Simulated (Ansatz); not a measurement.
Si2Mo under changes of volume

One of the cells (13.416 Å³/atom); the others are scaled copies at fixed shape and fractional positions:

```xyz
3
Lattice="-1.6000 1.6000 3.9305 1.6000 -1.6000 3.9305 1.6000 1.6000 -3.9305" Properties=species:S:1:pos:R:3 pbc="T T T"
Mo    0.0000    0.0000    0.0000
Si    0.0000    0.0000    5.2433
Si    0.0000    0.0000    2.6177
```

```yaml
Program: Ansatz 0.2.0
Functional: rPW86-PBE
Potentials_or_basis: Ansatz PAW
Cutoff: "420 eV (not typed: the program's choice for these potentials)"
k_mesh: 12 × 12 × 12
Occupations: fermi-dirac, width 0.05 eV
Spin: no spin polarisation
```

```tsv
volume (Å³/atom)	energy over the lowest point (meV/atom)	pressure (GPa)	largest force (eV/Å)
12.611	81.12	22.7	0.084
12.879	?	?	?
13.148	24.40	11.6	0.168
13.416	9.04	6.9	0.206
13.684	1.16	2.6	0.242
13.953	0.00	-1.2	0.277
14.221	4.87	-4.6	0.309
```

**Question.** What does the run at 12.879 Å³/atom give?

**Answer.** Energy over the lowest point 48.12 meV/atom; pressure 16.8 GPa; largest force 0.127 eV/Å.

Worked out: A Birch-Murnaghan fit of order 3 (a polynomial in V^(-2/3)) to the other rows has its minimum at 13.87 Å³/atom with B0 = V·E''(V) = 193 GPa and B' = 4.5 at fixed shape and positions, which overstates the stiffness. It gives 48.16 meV/atom at 12.879 Å³/atom, against the run's 48.12, and -dE/dV = 16.8 GPa, against 16.8.

Energies are extrapolated to zero smearing.

Caveats: the PAW data sets come from PBE, with cores solved anew for the run's functional, which leaves a small shift of forces and pressure.
